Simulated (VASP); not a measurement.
# Pm (Fm-3m) in VASP: a series of runs

The runs below take Pm through single point, with LDA.

All numbers are computed with VASP 6.6.1; they aren't measurements. Logs are shortened: lines on timing, memory, paths and dates and some standing lists are left out, and cuts for length are marked.

## 1. The structure

It takes space group Fm-3m (No. 225, cubic). Conventional cell: a = 5.168 Å, b = 5.168 Å, c = 5.168 Å, α = 90.00°, β = 90.00°, γ = 90.00°. Pm (site symmetry m-3m) has 12 Pm at 3.65 Å as nearest neighbours.

This isn't the form of Pm at room conditions, which is double hcp.

## 2. Single point, LDA, collinear spin, ferromagnetic start

The input, INCAR:

```
PREC     = Accurate       # precision mode
ENCUT    = 450            # plane-wave cutoff, eV
EDIFF    = 0.001          # SCF threshold, eV
ISMEAR   = -1             # smearing method
SIGMA    = 0.2            # smearing width, eV
LREAL    = F              # projectors in reciprocal space
LASPH    = T              # aspherical terms in the spheres
NELM     = 100            # most SCF steps
ALGO     = Normal         # electronic algorithm
ISIF     = 2              # what is computed and relaxed
LWAVE    = F              # write WAVECAR
LCHARG   = F              # write CHGCAR
ISPIN    = 2              # spin polarisation
MAGMOM   = 4              # initial moments
LORBIT   = 11             # projections on sites
LMAXMIX  = 6              # l up to which the mixer works
GGA      = CA             # functional
NBANDS   = 18             # bands
ADDGRID  = F
```

The input, KPOINTS:

```
Automatic mesh
0
Gamma
  5 5 5
```

The input, POSCAR:

```
Pm
1.0
    0.0000000000      2.5841748100      2.5841748100
    2.5841748100      0.0000000000      2.5841748100
    2.5841748100      2.5841748100      0.0000000000
Pm
1
Direct
    0.0000000000      0.0000000000      0.0000000000
```

Potentials or basis: VASP PAW PBE potentials, release 64 (Pm).

The run is started by

```sh
> cat potpaw_PBE.64/Pm/POTCAR > POTCAR
> mpirun -np 1 vasp_std > vasp.out
```

OUTCAR:

```text
PREC = Accurate
   ENCUT = 450
   EDIFF = 0.001
   ISMEAR = -1
   LREAL = F
   LASPH = T
   NELM = 100
   ISIF = 2
   ISPIN = 2
   LORBIT = 11
   GGA = CA

 Found     10 irreducible k-points:

 Following reciprocal coordinates:
            Coordinates               Weight
  0.000000  0.000000  0.000000      1.000000
  0.200000  0.000000  0.000000      8.000000
  0.400000  0.000000  0.000000      8.000000
  0.200000  0.200000  0.000000      6.000000
  0.400000  0.200000  0.000000     24.000000
 -0.400000  0.200000  0.000000     24.000000
   k-points           NKPTS =     10   k-points in BZ     NKDIM =     10   number of bands    NBANDS=     18
   number of dos      NEDOS =    301   number of ions     NIONS =      1
   total plane-waves  NPLWV =  21952
   dimension x,y,z NGX =    28 NGY =   28 NGZ =   28
   dimension x,y,z NGXF=    56 NGYF=   56 NGZF=   56
   ions per type =               1
   NGX,Y,Z   is equivalent  to a cutoff of  12.74, 12.74, 12.74 a.u.
   NGXF,Y,Z  is equivalent  to a cutoff of  25.47, 25.47, 25.47 a.u.
 SYSTEM =  unknown system
   PREC   = accura    normal or accurate (medium, high low for compatibility)
   ISTART =      0    job   : 0-new  1-cont  2-samecut
   ICHARG =      2    charge: 1-file 2-atom 10-const
   ISPIN  =      2    spin polarized calculation?
   LNONCOLLINEAR =      F non collinear calculations
   LSORBIT =      F    spin-orbit coupling
   LASPH  =      T    aspherical Exc in radial PAW
   ENCUT  =  450.0 eV  33.07 Ry    5.75 a.u.   6.32  6.32  6.32*2*pi/ulx,y,z
   NELM   =    100;   NELMIN=  2; NELMDL= -5     # of ELM steps
   EDIFF  = 0.1E-02   stopping-criterion for ELM
   LREAL  =      F    real-space projection
   EDIFFG = 0.1E-01   stopping-criterion for IOM
   NSW    =      0    number of steps for IOM
   IBRION =     -1    ionic relax: 0-MD 1-quasi-New 2-CG
[... 15 lines left out ...]
     AMIX_MAG =   1.60;   BMIX_MAG =  1.00
  volume/ion in A,a.u.               =      34.51       232.91
  Fermi-wavevector in a.u.,A,eV,Ry     =   1.240052  2.343359 20.922086  1.537730
  Thomas-Fermi vector in A             =   2.374509
   LORBIT       =     11    0 simple, 1 ext, 2 COOP (PROOUT), +10 PAW based schemes
[... 5 lines left out ...]
   LRPA    =     F    only Hartree local field effects (RPA)
 spin polarized calculation
  energy-cutoff  :      450.00
  volume of cell :       34.51
 maximum number of plane-waves:       763
 NGX is ok and might be reduce to    28

 number of electron      15.0000002 magnetization       5.0629260

 Free energy of the ion-electron system (eV)
  ---------------------------------------------------
  ext. energy  EPLUGINS =         0.00000000
  ---------------------------------------------------
  free energy    TOTEN  =        -8.47428590 eV

  energy without entropy =       -7.54903353  energy(sigma->0) =       -8.01165972

 E-fermi :   5.5380     XC(G=0): -10.0631

 val. band max:        5.5293266009   @ k =  -0.2000   0.2000   0.0000
 cond. band min:       5.5484593421   @ k =  -0.4000   0.4000   0.0000
 fundamental gap:      0.0191327413
 Fermi energy:         5.5380175690

 spin component 1

 k-point     1 :       0.0000    0.0000    0.0000
  band No.  band energies     occupation
      1     -32.9002      1.00000
      2     -12.9201      1.00000
      3     -12.9201      1.00000
      4     -12.9200      1.00000
      5       1.4333      1.00000
      6       5.0841      0.90633
[... 10 lines left out ...]
     17       9.7032      0.00000
     18      14.8995      0.00000

 k-point     2 :       0.2000    0.0000    0.0000
  band No.  band energies     occupation
      1     -32.8610      1.00000
      2     -13.3066      1.00000
      3     -12.9674      1.00000
      4     -12.9674      1.00000
      5       2.4556      1.00000
      6       5.0531      0.91869
[... 10 lines left out ...]
     17       9.5350      0.00000
     18      15.4258      0.00000
[... 64 lines left out ...]
 k-point     6 :      -0.4000    0.2000    0.0000
  band No.  band energies     occupation
      1     -32.7695      1.00000
      2     -13.8324      1.00000
      3     -13.3268      1.00000
      4     -13.1080      1.00000
      5       4.4565      0.99554
      6       5.0237      0.92900
[... 10 lines left out ...]
     17      12.4490      0.00000
     18      14.3016      0.00000

 [... further k-points ...]

 spin component 2

 k-point     1 :       0.0000    0.0000    0.0000
  band No.  band energies     occupation
      1     -30.9562      1.00000
      2     -11.3553      1.00000
      3     -11.3553      1.00000
      4     -11.3553      1.00000
      5       2.1207      1.00000
      6       7.7148      0.00002
[... 10 lines left out ...]
     17      10.6056      0.00000
     18      15.8988      0.00000

 k-point     2 :       0.2000    0.0000    0.0000
  band No.  band energies     occupation
      1     -30.9111      1.00000
      2     -11.7932      1.00000
      3     -11.4080      1.00000
      4     -11.4080      1.00000
      5       3.1760      0.99999
      6       6.9540      0.00084
[... 10 lines left out ...]
     17      10.5237      0.00000
     18      16.2167      0.00000
[... 64 lines left out ...]
 k-point     6 :      -0.4000    0.2000    0.0000
  band No.  band energies     occupation
      1     -30.8059      1.00000
      2     -12.3796      1.00000
      3     -11.8117      1.00000
      4     -11.5643      1.00000
      5       5.2733      0.78980
      6       6.3695      0.01540
[... 10 lines left out ...]
     17      13.4515      0.00000
     18      15.2983      0.00000

 [... further k-points ...]
[... 5 lines left out ...]
  --------------------------------------------------------------------------------------
  -------------------------------------------------------------------------------------
  Total        3.5837429      3.5837429      3.5837429     -0.0000000      0.0000000      0.0000000
  in kB      166.3610916    166.3610916    166.3610916     -0.0000000      0.0000000      0.0000000
  external PRESSURE =     166.3610916 kB  Pullay stress =       0.0000000 kB

 VOLUME and BASIS-vectors are now :
 -----------------------------------------------------------------------------
  energy-cutoff  :      450.00
  volume of cell :       34.51
      direct lattice vectors                 reciprocal lattice vectors
     0.000000000  2.584174810  2.584174810    -0.193485363  0.193485363  0.193485363
     2.584174810  0.000000000  2.584174810     0.193485363 -0.193485363  0.193485363
     2.584174810  2.584174810  0.000000000     0.193485363  0.193485363 -0.193485363

 POSITION                                       TOTAL-FORCE (eV/Angst)
 -----------------------------------------------------------------------------------
      0.00000      0.00000      0.00000         0.000000      0.000000     -0.000000
 -----------------------------------------------------------------------------------
    total drift:                               -0.000000     -0.000000     -0.000000

  FREE ENERGIE OF THE ION-ELECTRON SYSTEM (eV)
  ---------------------------------------------------
  free  energy   TOTEN  =        -8.4742859039 eV

  energy  without entropy=       -7.5490335292  energy(sigma->0) =       -8.01165972

 total charge

# of ion       s       p       d       f       tot
--------------------------------------------------
    1        2.046   5.475   0.485   4.427  12.433

 magnetization (x)

# of ion       s       p       d       f       tot
--------------------------------------------------
    1       -0.001   0.025   0.158   4.410   4.592
```

OSZICAR:

```text
N       E                     dE             d eps       ncg     rms          rms(c)
DAV:   1     0.107890628599E+03    0.10789E+03   -0.57056E+03   744   0.120E+03
DAV:   2     0.511432246383E+01   -0.10278E+03   -0.91177E+02   836   0.189E+02
DAV:   3    -0.712384123156E+01   -0.12238E+02   -0.11515E+02   920   0.774E+01
DAV:   4    -0.783689534271E+01   -0.71305E+00   -0.70424E+00  1136   0.180E+01
DAV:   5    -0.785608239282E+01   -0.19187E-01   -0.19165E-01   978   0.253E+00    0.287E+01
DAV:   6    -0.192411263435E+02   -0.11385E+02   -0.54549E+01   886   0.635E+01    0.387E+01
DAV:   7    -0.896815168295E+01    0.10273E+02   -0.17115E+01   888   0.337E+01    0.840E+00
DAV:   8    -0.872535324548E+01    0.24280E+00   -0.36681E+00  1032   0.174E+01    0.126E+01
DAV:   9    -0.851498431847E+01    0.21037E+00   -0.19961E-01  1072   0.465E+00    0.511E+00
DAV:  10    -0.849735339930E+01    0.17631E-01   -0.21040E-01   974   0.503E+00    0.342E+00
DAV:  11    -0.847486628013E+01    0.22487E-01   -0.25878E-02  1018   0.185E+00    0.900E-01
DAV:  12    -0.847428590388E+01    0.58038E-03   -0.46134E-04   448   0.207E-01
   1 F= -.84742859E+01 E0= -.80116597E+01  d E =-.925252E+00  mag=     5.0778
```

Run time: 6.5 s. Hardware: 1 thread of Intel Xeon 6975P-C (Granite Rapids), shared host; peak memory 0.15 GiB.

These settings aren't checked as converged: the numbers below hold their error.

Results:

- Free energy: -8.4743 eV
- Pressure: 16.6 GPa
- Band gap on the k mesh: none (metal or under the smearing width)
- Net moment: 5.06 μB per cell
- Site moments: Pm +4.59 μB
- Valence electrons inside the program's atomic spheres: Pm 12.43

Caveat: the k mesh is coarse (spacing up to 0.42 Å⁻¹), so the values aren't converged; the magnetic or orbital state may not be the lowest; the PAW data sets were made with another functional, which shifts forces and pressure a little; spin-orbit coupling is left out, which moves the levels of the heavy elements.

## 3. Single point, LDA, collinear spin, ferromagnetic start

This run uses another cell than the first one, of the same volume but with other edges.

INCAR is that of step 2.

KPOINTS is that of step 2.

The input, POSCAR:

```
Pm
1.0
   -0.0555010000      2.5655700000      2.5293400000
    2.5242190000     -0.0080540000      2.4818930000
    2.6229240000      2.6168280000     -0.1067590000
Pm
1
Direct
    0.0077670000      0.0042080000     -0.0216400000
```

Potentials or basis: VASP PAW PBE potentials, release 64 (Pm).

The run is started by

```sh
> cat potpaw_PBE.64/Pm/POTCAR > POTCAR
> mpirun -np 1 vasp_std > vasp.out
```

Wall time 25 s (1 thread of Intel Xeon 6975P-C (Granite Rapids), shared host); peak memory 0.18 GiB.

These settings aren't checked as converged: the numbers below hold their error.

Results:

```
Free energy                                           : -8.4656 eV
Pressure                                              : 17.2 GPa
Band gap on the k mesh                                : none (metal or under the smearing width)
Net moment                                            : 5.06 μB per cell
Site moments                                          : Pm +4.59 μB
Valence electrons inside the program's atomic spheres : Pm 12.44
```

Caveat: the k mesh is coarse (spacing up to 0.43 Å⁻¹), so the values aren't converged; the magnetic or orbital state may not be the lowest; the PAW data sets were made with another functional, which shifts forces and pressure a little; spin-orbit coupling is left out, which moves the levels of the heavy elements.

(Part 1 of 2 ends here.)
